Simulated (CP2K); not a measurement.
The system is MoSe2.

```
Mo Se
1.0
     3.28800    0.00000    0.00000
    -1.64400    2.84749    0.00000
     0.00000    0.00000   12.90000
Mo Se
2 4
Direct
  0.66667 0.33333 0.75000
  0.33333 0.66667 0.25000
  0.66667 0.33333 0.37500
  0.33333 0.66667 0.87500
  0.66667 0.33333 0.12500
  0.33333 0.66667 0.62500
```

Base run:

- Program: CP2K 2026.2
- Functional: PBE
- Potentials or basis: POTENTIAL_UZH Mo GTH-PBE-q14, Se GTH-PBE-q6; TZVP-MOLOPT-PBE-GTH basis
- Density cutoff: 6123 eV
- k mesh: 9 × 9 × 2
- Occupations: fermi-dirac, width 0.05 eV
- Spin: no spin polarisation

Its results: band gap on the k mesh 0.90 eV, indirect (least direct gap 1.39 eV); pressure 9.9 GPa; largest force 1.320 eV/Å.

Problem. The run is repeated on the same cell with these changes: functional from PBE to PBEsol. What comes out?

Solution. Band gap on the k mesh 0.89 eV, indirect (least direct gap 1.38 eV); pressure 6.3 GPa; largest force 1.188 eV/Å.

PBEsol binds more tightly than PBE, so the same cell stands under less pressure.

Caveats: the cell's inner coordinates are idealised or old, which leaves forces on the atoms; this functional lacks dispersion, which binds the layers, so the pressure and a relaxed spacing across them are unreliable; the basis of atomic orbitals isn't converged, which shifts pressures, moduli and gaps; the potentials were made for another functional, which shifts forces and pressure (some runs).
